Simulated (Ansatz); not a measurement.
## SnO: enthalpy under pressure, worked through

Method: DFT PBEsol, scalar-relativistic, plane waves, PAW (Ansatz 0.2.0). Settings: 420 eV cutoff, 10×10×4 k-mesh, Gaussian smearing of 0.10 eV, no spin polarisation.

Reference structure (relaxed):

```
Sn O
1.0
     2.69103   -2.69103    0.00000
     2.69103    2.69103    0.00000
     0.00000    0.00000    9.50277
Sn O
4 4
Direct
  0.75001 0.24999 0.87123
  0.24999 0.75001 0.12877
  0.74999 0.25001 0.37123
  0.25001 0.74999 0.62877
  0.25000 0.25000 0.25000
  0.75000 0.75000 0.75000
  0.25000 0.25000 0.75000
  0.75000 0.75000 0.25000
```

Cell and atoms were relaxed at each target pressure within the start's symmetry (P4/nmm), at zero temperature; other phases can be more stable under pressure. H = E + PV with P the target; E is the free energy at the smearing used, whose derivative the pressure is, per atom and counted from zero pressure. The mesh named is that at zero pressure; some other pressures ran on another.

```tsv
P (GPa)	V (Å³/atom)	E − E0 (meV)	H − H0 (meV)
0	17.204	0.0	0.0
3	16.042	9.7	310.1
8	14.896	47.4	791.2
15	13.941	114.1	1419.3
30	12.712	282.0	2662.3
```

**Question.** Thermodynamics gives dH/dP = V along a relaxed path. Integrate V over P by the trapezoid rule and compare with the computed enthalpies.

**Answer.** With 1 eV/Å³ = 160.22 GPa, each step adds the mean volume times ΔP / 160.22:
```
P (GPa)  ∫V dP (meV) H − H0 (meV) difference (meV)
      3        311.3         310.1               1.2
      8        794.0         791.2               2.8
     15       1423.9        1419.3               4.7
     30       2671.6        2662.3               9.3
```

V(P) curves upward, so the trapezoid rule runs high; integrating a smooth curve through the same points (P as a polynomial of degree 4 in ln V) puts that excess at about 9.3 meV at 30 GPa, against the 9.3 meV found.

**Question.** At 30 GPa, how much of the enthalpy change is stored energy and how much is the PV term?

**Answer.** E rises by 282 meV/atom and PV is 30 × 12.712 / 160.22 = 2380 meV/atom, so PV makes 89 % of ΔH. So between rival structures at high pressure a small difference in volume can outweigh the difference in energy: 1 % of this volume is worth 23.8 meV/atom at this pressure.

**Question.** What bulk modulus do the lowest pressures give, and how is the compression shared among the axes?

**Answer.** From the pressures that the runs reached, -0.01 GPa (17.204 Å³) and 2.98 GPa (16.042 Å³), B = −ΔP/Δln V = 2.99 / 0.0699 = 43 GPa, a mean over that range. The linear compressibilities −Δln(length)/ΔP are 3.66 along a, 3.66 along b, 16.06 along c (in TPa⁻¹). With fixed angles they add up to 1/B: 23.38 against 23.38. Softest: c, at 69 % of the volume change per axis.